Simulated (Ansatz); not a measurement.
`N/C(O)=N\[SiH3]` + `OC[SiH2]S` → `[SiH3]OC[SiH2]S` + `N=C(N)O`  (ligand exchange at the Si–N bond)

Calculated with Ansatz (gas phase, PBE0-D4/def2-TZVP geometries, no zero-point term in ΔE). CCSD(T)/CBS adds triple-zeta CCSD(T) − MP2 to the extrapolated MP2 energy (def2 sets, frozen cores). One conformer a species, not always the lowest.

```json
{"species": "`N/C(O)=N\\[SiH3]`", "CCSD/CBS(def2) energy (Eh)": "-515.29984"}
{"species": "`OC[SiH2]S`", "CCSD/CBS(def2) energy (Eh)": "-803.67417"}
{"species": "`[SiH3]OC[SiH2]S`", "CCSD/CBS(def2) energy (Eh)": "-1093.98249"}
{"species": "`N=C(N)O`", "CCSD/CBS(def2) energy (Eh)": "-225.00031"}
```

Work out ΔE.

ΔE = (-1093.98249) + (-225.00031) − (-515.29984) − (-803.67417) = -0.00879 Eh = -23.1 kJ/mol. CCSD(T)/CBS gives -22.2 kJ/mol.

Largest T1 diagnostic among the species: 0.013.
